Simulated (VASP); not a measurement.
A run of VASP 6.6.1 is set up as follows.

Contents of POSCAR:

```
CdTe
1.0
    0.0000000000      3.2050000000      3.2050000000
    3.2050000000      0.0000000000      3.2050000000
    3.2050000000      3.2050000000      0.0000000000
Te Cd
1 1
Direct
    0.7500000000      0.7500000000      0.7500000000
    0.0000000000      0.0000000000      0.0000000000
```

The input INCAR.step1:

```
  PREC = Accurate
  ENCUT = 600
  EDIFF = 1E-8
  ISMEAR = 0
  SIGMA = 0.02
  LREAL = False
  LASPH = True
  NELM = 100
  ALGO = Normal
  ISIF = 3
  LWAVE = False
  LCHARG = False
  GGA = PS
  IBRION = 2
  NSW = 40
  EDIFFG = -0.002
```

The input INCAR.step2:

```
  PREC = Accurate
  ENCUT = 600
  EDIFF = 1E-8
  ISMEAR = 0
  SIGMA = 0.02
  LREAL = False
  LASPH = True
  NELM = 100
  ALGO = Normal
  ISIF = 2
  LWAVE = False
  LCHARG = False
  GGA = PS
  IBRION = 8
  NSW = 1
```

The input KPOINTS:

```
Automatic mesh
0
Gamma
  5 5 5
```

Potentials or basis: VASP PAW PBE potentials, release 64 (Te, Cd).

Run with:

```bash
$ cat potpaw_PBE.64/Te/POTCAR potpaw_PBE.64/Cd/POTCAR > POTCAR
$ cp INCAR.step1 INCAR
$ mpirun -np 1 vasp_std > vasp.out
$ cp CONTCAR POSCAR
$ cp INCAR.step2 INCAR
$ mpirun -np 1 vasp_std > vasp.out
```

(1) Predict the highest phonon frequency at Γ, LO-TO splitting left out.

(2) Predict the relaxed volume.

(3) What does it give for the relaxed cell?

(4) What does it give for the space group after relaxing (to 0.05 Å)?

Results:

(1) 141 cm⁻¹.

(2) 34.31 Å³/atom.

(3) a = 4.596 Å, b = 4.596 Å, c = 4.596 Å, α = 60.00°, β = 60.00°, γ = 60.00°.

(4) F-43m (No. 216).

Caveat: the PAW data sets were made with another functional, which shifts forces and pressure a little.
